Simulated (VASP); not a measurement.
# HfS2 (P-3m1) in VASP: further runs

One crystal, HfS2, is run at these levels: PBE+D3(BJ); tasks: relaxation of cell and atoms, relaxation of shape and atoms at fixed volume.

Program: VASP 6.6.1. These are calculated values, not measurements. Logs are shortened: lines on timing, memory, paths and dates and some standing lists are left out, and cuts for length are marked.

## Step 1: The structure

Symmetry: P-3m1, No. 164, trigonal system. Conventional cell: a = 3.640 Å, b = 3.640 Å, c = 6.056 Å, α = 90.00°, β = 90.00°, γ = 120.00°. Around Hf (site symmetry -3m) lie 6 S at 2.54 Å. S (site symmetry 3m) has 3 Hf at 2.54 Å as nearest neighbours.

The cell is a database's computed one.

## Step 2: Relaxation of cell and atoms, PBE+D3(BJ)

INCAR

```
SYSTEM = HfS2
PREC     = Accurate       ! precision mode
ENCUT    = 600            ! plane-wave cutoff, eV
EDIFF    = 1E-6           ! SCF threshold, eV
ISMEAR   = 0              ! smearing method
SIGMA    = 0.03           ! smearing width, eV
LREAL    = .FALSE.        ! projectors in reciprocal space
LASPH    = .TRUE.         ! aspherical terms in the spheres
NELM     = 80             ! most SCF steps
ALGO     = Normal         ! electronic algorithm
ISIF     = 3              ! what is computed and relaxed
LWAVE    = .FALSE.        ! write WAVECAR
LCHARG   = .FALSE.        ! write CHGCAR
GGA      = PE             ! functional
IVDW     = 12             ! dispersion correction
IBRION   = 2              ! ionic algorithm
NSW      = 90             ! ionic steps
EDIFFG   = -0.01          ! ionic threshold
KPAR     = 4
```

KPOINTS

```
regular mesh
0
G
  9 9 5
  0 0 0
```

POSCAR

```
HfS2
1.0
    3.6396641800      0.0000000000      0.0000000000
   -1.8198320900      3.1520416411      0.0000000000
    0.0000000000      0.0000000000      6.0555624700
Hf S
1 2
Direct
    0.0000000000      0.0000000000      0.0000000000
    0.6666666700      0.3333333300      0.7639520500
    0.3333333300      0.6666666700      0.2360479500
```

Potentials or basis: VASP PAW PBE potentials, release 64 (Hf_pv, S).

Launch:

```sh
$ cat potpaw_PBE.64/Hf_pv/POTCAR potpaw_PBE.64/S/POTCAR > POTCAR
$ mpirun -np 4 vasp_std > vasp.out
```

OUTCAR:

```text
SYSTEM = HfS2
   PREC = Accurate
   ENCUT = 600
   EDIFF = 1E-6
   ISMEAR = 0
   LREAL = .FALSE.
   LASPH = .TRUE.
   NELM = 80
   ISIF = 3
   GGA = PE
   IVDW = 12
   IBRION = 2
   NSW = 90
   EDIFFG = -0.01
 IVDW          = 12

 ion  position               nearest neighbor table
   1  0.000  0.000  0.000-   2 2.54   3 2.54   3 2.54   2 2.54   2 2.54   3 2.54
   2  0.667  0.333  0.764-   1 2.54   1 2.54   1 2.54
   3  0.333  0.667  0.236-   1 2.54   1 2.54   1 2.54

  LATTYP: Found a hexagonal cell.
 ALAT       =     3.6396641800
 C/A-ratio  =     1.6637695596

  Lattice vectors:

 A1 = (   3.6396641800,   0.0000000000,   0.0000000000)
 A2 = (  -1.8198320900,   3.1520416411,   0.0000000000)
 A3 = (   0.0000000000,   0.0000000000,   6.0555624700)

Analysis of symmetry for initial positions (statically):
=====================================================================
 Subroutine PRICEL returns:
 Original cell was already a primitive cell.

 Routine SETGRP: Setting up the symmetry group for a
 hexagonal supercell.

 Subroutine GETGRP returns: Found 12 space group operations
 (whereof 12 operations were pure point group operations)
 out of a pool of 24 trial point group operations.

The static configuration has the point symmetry D_3d.

Analysis of symmetry for dynamics (positions and initial velocities):
=====================================================================
 Subroutine PRICEL returns:
 Original cell was already a primitive cell.

 Routine SETGRP: Setting up the symmetry group for a
 hexagonal supercell.

 Subroutine GETGRP returns: Found 12 space group operations
 (whereof 12 operations were pure point group operations)
 out of a pool of 24 trial point group operations.

The dynamic configuration has the point symmetry D_3d.

 Subroutine INISYM returns: Found 12 space group operations
 (whereof 12 operations are pure point group operations),
 and found     1 'primitive' translations

----------------------------------------------------------------------------------------

                                     Primitive cell

  volume of cell :      69.4717

  direct lattice vectors                    reciprocal lattice vectors
     3.639664180  0.000000000  0.000000000     0.274750623  0.158627346  0.000000000
    -1.819832090  3.152041641  0.000000000     0.000000000  0.317254692  0.000000000
     0.000000000  0.000000000  6.055562470     0.000000000  0.000000000  0.165137426

  length of vectors
     3.639664180  3.639664180  6.055562470     0.317254692  0.317254692  0.165137426

  position of ions in fractional coordinates (direct lattice)
     0.000000000  0.000000000  0.000000000
     0.666666670  0.333333330  0.763952050
     0.333333330  0.666666670  0.236047950

  ion indices of the primitive-cell ions
   primitive index   ion index
                 1           1
                 2           2
                 3           3

----------------------------------------------------------------------------------------

 KPOINTS: regular mesh

Automatic generation of k-mesh.
 Grid dimensions read from file:
 generate k-points for:    9    9    5

 Generating k-lattice:

  Cartesian coordinates                     Fractional coordinates (reciprocal lattice)
     0.030527847  0.017625261  0.000000000     0.111111111  0.000000000  0.000000000
     0.000000000  0.035250521  0.000000000     0.000000000  0.111111111  0.000000000
     0.000000000  0.000000000  0.033027485     0.000000000  0.000000000  0.200000000

  Length of vectors
     0.035250521  0.035250521  0.033027485

  Shift w.r.t. Gamma in fractional coordinates (k-lattice)
     0.000000000  0.000000000  0.000000000

 Subroutine IBZKPT returns following result:
 ===========================================

 Found     50 irreducible k-points:

 Following reciprocal coordinates:
            Coordinates               Weight
  0.000000  0.000000  0.000000      1.000000
  0.111111  0.000000  0.000000      6.000000
  0.222222 -0.000000  0.000000      6.000000
  0.333333 -0.000000  0.000000      6.000000
  0.444444 -0.000000  0.000000      6.000000
  0.111111  0.111111  0.000000      6.000000
[... 16 lines left out ...]
  0.222222  0.111111  0.200000     12.000000
 -0.111111  0.333333  0.200000     12.000000
 [... further k-points ...]
   k-points           NKPTS =     50   k-points in BZ     NKDIM =     50   number of bands    NBANDS=     15
   number of dos      NEDOS =    301   number of ions     NIONS =      3
   total plane-waves  NPLWV =  43200
   dimension x,y,z NGX =    30 NGY =   30 NGZ =   48
   dimension x,y,z NGXF=    60 NGYF=   60 NGZF=   96
   ions per type =               1   2
   NGX,Y,Z   is equivalent  to a cutoff of  13.70, 13.70, 13.18 a.u.
   NGXF,Y,Z  is equivalent  to a cutoff of  27.41, 27.41, 26.36 a.u.
 SYSTEM =  HfS2
   PREC   = accura    normal or accurate (medium, high low for compatibility)
   ISTART =      0    job   : 0-new  1-cont  2-samecut
   ICHARG =      2    charge: 1-file 2-atom 10-const
   ISPIN  =      1    spin polarized calculation?
   LNONCOLLINEAR =      F non collinear calculations
   LSORBIT =      F    spin-orbit coupling
   LASPH  =      T    aspherical Exc in radial PAW
   ENCUT  =  600.0 eV  44.10 Ry    6.64 a.u.   7.27  7.27 12.09*2*pi/ulx,y,z
   NELM   =     80;   NELMIN=  2; NELMDL= -5     # of ELM steps
   EDIFF  = 0.1E-05   stopping-criterion for ELM
   LREAL  =      F    real-space projection
   EDIFFG = -.1E-01   stopping-criterion for IOM
   NSW    =     90    number of steps for IOM
   IBRION =      2    ionic relax: 0-MD 1-quasi-New 2-CG
   NFREE  =      1    steps in history (QN), initial steepest desc. (CG)
   ISIF   =      3    stress and relaxation
   ISYM   =      2    0-nonsym 1-usesym 2-fastsym
   POTIM  = 0.5000    time-step for ionic-motion
   TEBEG  =    0.0;   TEEND  =   0.0 temperature during run
   PSTRESS=    0.0 pullay stress
   NELECT =      22.0000    total number of electrons
   NUPDOWN=      -1.0000    fix difference up-down
   EMIN   =  10.00;   EMAX   =-10.00  energy-range for DOS
   EFERMI =   0.00;   METHOD = LEGACY
   ISMEAR =     0;   SIGMA  =   0.03  broadening in eV -4-tet -1-fermi 0-gaus
   EFERMI_NEDOS =   21; number of points for ismear=-14 and -15
   IALGO  =     38    algorithm
   IMIX   =      4    mixing-type and parameters
     AMIX     =   0.40;   BMIX     =  1.00
     AMIX_MAG =   1.60;   BMIX_MAG =  1.00
  volume/ion in A,a.u.               =      23.16       156.27
  Fermi-wavevector in a.u.,A,eV,Ry     =   1.115869  2.108686 16.941474  1.245163
  Thomas-Fermi vector in A             =   2.252478
   LORBIT       =      0    0 simple, 1 ext, 2 COOP (PROOUT), +10 PAW based schemes
   GGA     = PE    functional components
   LHFCALC =     F    Hartree Fock is set to
   AEXX    =    0.0000 exact exchange contribution
   IVDW    =    12    specifies the selected vdW correction
   LEPSILON=     F    determine dielectric tensor
   LRPA    =     F    only Hartree local field effects (RPA)
 conjugate gradient relaxation of ions
 non-spin polarized calculation
 Gauss-broadening in eV      SIGMA  =   0.03
  energy-cutoff  :      600.00
  volume of cell :       69.47
 maximum number of plane-waves:      2346
 NGX is ok and might be reduce to    30
   NGX = 15   NGY = 15   NGZ = 25

--------------------------------------- Ionic step        1  -------------------------------------------

 number of electron      22.0000001 magnetization

 Free energy of the ion-electron system (eV)
  ---------------------------------------------------
  ext. energy  EPLUGINS =         0.00000000
  ---------------------------------------------------
  free energy    TOTEN  =       -22.91120183 eV

  energy without entropy =      -22.91120183  energy(sigma->0) =      -22.91120183

------------------------ aborting loop because EDIFF is reached ----------------------------------------

 Edisp (eV)   -0.94690

 E8    (eV) :    -0.4072

  FORCE on cell =-STRESS in cart. coord.  units (eV):
  Direction    XX          YY          ZZ          XY          YZ          ZX
  --------------------------------------------------------------------------------------
  -------------------------------------------------------------------------------------
  Total      -0.58951    -0.58951    -0.18520     0.00000     0.00000     0.00000
  in kB     -13.59541   -13.59541    -4.27116     0.00000     0.00000     0.00000
  external pressure =      -10.49 kB  Pullay stress =        0.00 kB
[... 100 lines left out ...]
  FREE ENERGIE OF THE ION-ELECTRON SYSTEM (eV)
  ---------------------------------------------------
  free  energy   TOTEN  =       -23.8645111382 eV

  energy  without entropy=      -23.8645111382  energy(sigma->0) =      -23.86451114

 E-fermi :   3.2462     XC(G=0):  -9.5448

 val. band max:        3.0935860929   @ k =   0.0000   0.0000   0.0000
 cond. band min:       4.1988892399   @ k =   0.0000   0.4444   0.4000
 fundamental gap:      1.1053031470
 Fermi energy:         3.2462248064

 k-point     1 :       0.0000    0.0000    0.0000
  band No.  band energies     occupation
      1     -27.5434      2.00000
      2     -27.4248      2.00000
      3     -27.4248      2.00000
      4      -9.9800      2.00000
      5      -8.3115      2.00000
      6      -1.6062      2.00000
      7       0.3973      2.00000
      8       0.3973      2.00000
      9       2.9861      2.00000
     10       3.0936      2.00000
     11       3.0936      2.00000
     12       5.1502      0.00000
     13       5.1502      0.00000
     14       5.7138      0.00000
     15       8.7232      0.00000
[... 397 lines left out ...]
 k-point    24 :      -0.1111    0.3333    0.2000
  band No.  band energies     occupation
      1     -27.5540      2.00000
      2     -27.5165      2.00000
      3     -27.4631      2.00000
      4      -9.0853      2.00000
      5      -8.4349      2.00000
      6      -0.8200      2.00000
      7      -0.2053      2.00000
      8       0.2721      2.00000
      9       0.7231      2.00000
     10       1.6793      2.00000
     11       2.5644      2.00000
     12       5.0020      0.00000
     13       6.2342      0.00000
     14       7.2550      0.00000
     15       8.1744      0.00000

 [... further k-points ...]

[... ionic steps 4 to 10 ...]

--------------------------------------- Ionic step       11  -------------------------------------------

 number of electron      22.0000000 magnetization

------------------------ aborting loop because EDIFF is reached ----------------------------------------

 Edisp (eV)   -1.02125

 E8    (eV) :    -0.4406
[... 71 lines left out ...]
  energy  without entropy=      -23.8877372227  energy(sigma->0) =      -23.88773722

--------------------------------------- Ionic step       13  -------------------------------------------

 number of electron      22.0000001 magnetization

 Free energy of the ion-electron system (eV)
  ---------------------------------------------------
  ext. energy  EPLUGINS =         0.00000000
  ---------------------------------------------------
  free energy    TOTEN  =       -22.86051151 eV

  energy without entropy =      -22.86051151  energy(sigma->0) =      -22.86051151

 E-fermi :   3.9499     XC(G=0):  -9.8520

 val. band max:        3.7409452241   @ k =   0.0000   0.0000   0.0000
 cond. band min:       4.6481592242   @ k =   0.0000   0.4444   0.4000
 fundamental gap:      0.9072140001
 Fermi energy:         3.9499244260

 k-point     1 :       0.0000    0.0000    0.0000
  band No.  band energies     occupation
      1     -27.0702      2.00000
      2     -26.9523      2.00000
      3     -26.9523      2.00000
      4      -9.5873      2.00000
      5      -7.7684      2.00000
      6      -1.3312      2.00000
      7       0.8723      2.00000
      8       0.8723      2.00000
      9       3.5884      2.00000
     10       3.5884      2.00000
     11       3.7409      2.00000
     12       5.6357      0.00000
     13       5.6357      0.00000
     14       6.1761      0.00000
     15       8.9698      0.00000
[... 397 lines left out ...]
 k-point    24 :      -0.1111    0.3333    0.2000
  band No.  band energies     occupation
      1     -27.0818      2.00000
      2     -27.0433      2.00000
      3     -26.9907      2.00000
      4      -8.6717      2.00000
      5      -7.9375      2.00000
      6      -0.4743      2.00000
      7       0.2332      2.00000
      8       0.7938      2.00000
      9       1.1587      2.00000
     10       2.1856      2.00000
     11       3.0790      2.00000
     12       5.4526      0.00000
     13       6.7209      0.00000
     14       7.7293      0.00000
     15       8.6395      0.00000

 [... further k-points ...]

------------------------ aborting loop because EDIFF is reached ----------------------------------------

 Edisp (eV)   -1.02735

 E8    (eV) :    -0.4433

  FORCE on cell =-STRESS in cart. coord.  units (eV):
  Direction    XX          YY          ZZ          XY          YZ          ZX
  --------------------------------------------------------------------------------------
  -------------------------------------------------------------------------------------
  Total       0.02627     0.02627    -0.02560     0.00000     0.00000     0.00000
  in kB       0.65096     0.65096    -0.63456     0.00000     0.00000     0.00000
  external pressure =        0.22 kB  Pullay stress =        0.00 kB
[... 18 lines left out ...]
  FREE ENERGIE OF THE ION-ELECTRON SYSTEM (eV)
  ---------------------------------------------------
  free  energy   TOTEN  =       -23.8878659491 eV

  energy  without entropy=      -23.8878659491  energy(sigma->0) =      -23.88786595

 reached required accuracy - stopping structural energy minimisation
```

It took 94 s on 4 MPI ranks of Intel Xeon Platinum 8488C (Sapphire Rapids), shared host; peak memory 0.25 GiB.

Results:

| Quantity | Value |
| --- | --- |
| Free energy | -23.8879 eV |
| Relaxed volume | 21.55 Å³/atom |
| Relaxed cell | a = 3.597 Å, b = 3.597 Å, c = 5.770 Å, α = 90.00°, β = 90.00°, γ = 120.00° |
| Space group after relaxing (to 0.05 Å) | P-3m1 (No. 164) |
| Energy gained by relaxing | 9.9 meV/atom |
| Ionic steps | 13 |
| Pressure after relaxing | 0.0 GPa |
| Band gap on the k mesh | 0.91 eV, indirect (least direct gap 1.85 eV) |
| Dispersion energy per atom | -0.342 eV |

The path:
```tsv
step	energy change (eV)	largest force (eV/Å)	pressure (GPa)	volume (Å³)
1	0.0000	0.1620	-1.05	69.47
2	-0.0063	0.3158	0.69	67.96
3	-0.0064	0.2992	0.54	68.12
4	-0.0120	0.1578	0.15	67.80
5	-0.0134	0.0495	-0.13	67.56
6	-0.0167	0.0398	-0.23	67.30
7	-0.0244	0.0082	-0.52	66.52
8	-0.0259	0.0638	-0.91	64.92
9	-0.0279	0.0192	-0.73	65.70
10	-0.0287	0.1172	0.54	64.57
11	-0.0292	0.0652	0.06	64.99
12	-0.0296	0.0379	0.03	64.84
13	-0.0298	0.0014	0.02	64.65
```

Final structure:
```
Hf S
1.0
     3.59684    0.00000    0.00000
    -1.79842    3.11495    0.00000
     0.00000    0.00000    5.77000
Hf S
1 2
Cartesian
  0.0000 0.0000 0.0000
  1.7984 1.0383 4.3151
  0.0000 2.0766 1.4549
```

Caveat: spin-orbit coupling is left out, which moves the levels of the heavy elements; an odd mesh through Γ misses points on the zone boundary, where band edges often lie.

(Part 1 of 2 ends here.)
